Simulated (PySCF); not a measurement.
# Isomerisation enthalpies of C2H4O2

**Measured values to compare with.**

CRC Handbook of Chemistry and Physics lists, for the gas at 298.15 K: enthalpy of formation of `CC(=O)O` -432.2 kJ/mol; enthalpy of formation of `COC=O` (methyl formate) -357.4 kJ/mol.

The runs below try to reproduce these values; the comparison stands at the end.

Differences of these values give the isomerisation enthalpies. Geometries: PBE0-D3(BJ)/def2-SVP; runs in PySCF, gas phase, with a dispersion term only where the level names one. Total electronic energies (Eh):

```json
{"SMILES": "CC(=O)O", "PBE0-D3(BJ)/def2-SVP": "-228.66932"}
{"SMILES": "COC=O", "PBE0-D3(BJ)/def2-SVP": "-228.64128"}
```

Zero-point and thermal terms are left out, so the computed numbers are electronic energies.

## Comparison

Relative to `CC(=O)O`, the lowest by measurement, in kJ/mol (measured: enthalpies at 298.15 K; computed: electronic energies):

```tsv
SMILES	measured	PBE0-D3(BJ)/def2-SVP
CC(=O)O	0.0	0.0
COC=O	74.8	73.6
```

Measured values: -432.2 kJ/mol (298.15 K; CRC Handbook of Chemistry and Physics) for the first row; the others come from the same table. Unsigned miss: PBE0-D3(BJ)/def2-SVP 1.2 kJ/mol. One conformer stands for `CC(=O)O` and `COC=O`, not necessarily the lowest, while the measurement averages over conformers. Where a level misses, the cause wasn't examined.

Conformer computed: `[CH3:1][C:2](=[O:3])[OH:4]`: H–O4–C2–C1 180°.
